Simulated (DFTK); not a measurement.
Crystal: GaN.

```
CELL_PARAMETERS angstrom
0.00000 2.25350 2.25350
2.25350 0.00000 2.25350
2.25350 2.25350 0.00000
ATOMIC_POSITIONS crystal
Ga 0.00000 0.00000 0.00000
N 0.25000 0.25000 0.25000
```

The cell is a database's computed one.

Program: DFTK 0.8.2. Alike in all runs: task band structure; no spin polarisation; cell as given; smearing fermi-dirac 0.05 eV.

Question: Order these runs on this cell by their band gap on the k mesh, lowest first.
A. level TASK; potentials or basis cp2k.nc.sr.pbe.v0_1.largecore.gth (PBE, GTH, large core); k mesh 7 × 7 × 7; cutoff (eV) 2122; SCF solver ScfAndersonSolver
B. level LDA; potentials or basis cp2k.nc.sr.lda.v0_1.largecore.gth (LDA, GTH, large core); k mesh 10 × 10 × 10; cutoff (eV) 1633
C. level PBEsol; potentials or basis cp2k.nc.sr.pbe.v0_1.largecore.gth (PBE, GTH, large core); k mesh 10 × 10 × 10; cutoff (eV) 1633

Answer: C (2.00 eV), B (2.23 eV), A (2.86 eV).

Caveats: this set keeps more shells in the core, which shifts pressures and gaps.

A k mesh can miss the band edges.

Not every run made on this cell is shown here.
